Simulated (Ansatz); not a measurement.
# Ta: the cost of one run

Method: DFT PBE, scalar-relativistic, plane waves, PAW, in Ansatz 0.2.0.

2 further runs of the same task are left out: 1 that didn't finish, 1 set aside as unsound or not needed. Runs told in other sessions of the task aren't counted.

## 1. Starting point

The structure is cubic, space group Fd-3m (No. 227). Conventional cell: a = 7.995 Å, b = 7.995 Å, c = 7.995 Å, α = 90.00°, β = 90.00°, γ = 90.00°. Around Ta (site symmetry -3m) lie 6 Ta at 2.83 Å. Around Ta (site symmetry -43m) lie 16 Ta at 3.31 to 3.46 Å.

Structure file:

```
CELL_PARAMETERS angstrom
0.00000 3.99765 3.99765
3.99765 0.00000 3.99765
3.99765 3.99765 0.00000
ATOMIC_POSITIONS crystal
Ta 0.62500 0.62500 0.62500
Ta 0.62500 0.62500 0.12500
Ta 0.62500 0.12500 0.62500
Ta 0.12500 0.62500 0.62500
Ta 0.00000 0.00000 0.00000
Ta 0.25000 0.25000 0.25000
```

Recipe of the guess: random cell by space group and Wyckoff sites (Fd-3m, No. 227). The dimensions are guesses.

## 2. Probe: one point on a coarse mesh

Input file input.yaml:

```yaml
crystal:
  lattice:
    - [0.0, 3.99764851, 3.99764851]
    - [3.99764851, 0.0, 3.99764851]
    - [3.99764851, 3.99764851, 0.0]
  atoms:
    - { symbol: Ta, position: [0.625, 0.625, 0.625] }
    - { symbol: Ta, position: [0.625, 0.625, 0.125] }
    - { symbol: Ta, position: [0.625, 0.125, 0.625] }
    - { symbol: Ta, position: [0.125, 0.625, 0.625] }
    - { symbol: Ta, position: [0.0, 0.0, 0.0] }
    - { symbol: Ta, position: [0.25, 0.25, 0.25] }
basis:
  ecutwfc: 420
kpoints:
  mp_grid: { grid: [4, 4, 4] }
hamiltonian:
  xc: pbe
scf:
  occupations: { method: gaussian, width: 0.1 }
  lower_state_search: "off"
output:
  forces: true
  stress: true
  eigenvalues: true
```

Run with:

```bash
> ansatz run input.yaml --threads 1 --pin off --max-ram 2560MiB --backend cpu --events-out ev --progress --plain --runs-dir out
```

What time and memory should one allow on 1 thread of Arm Neoverse N1, shared host?

About 5 s, with a peak of 0.35 GiB.
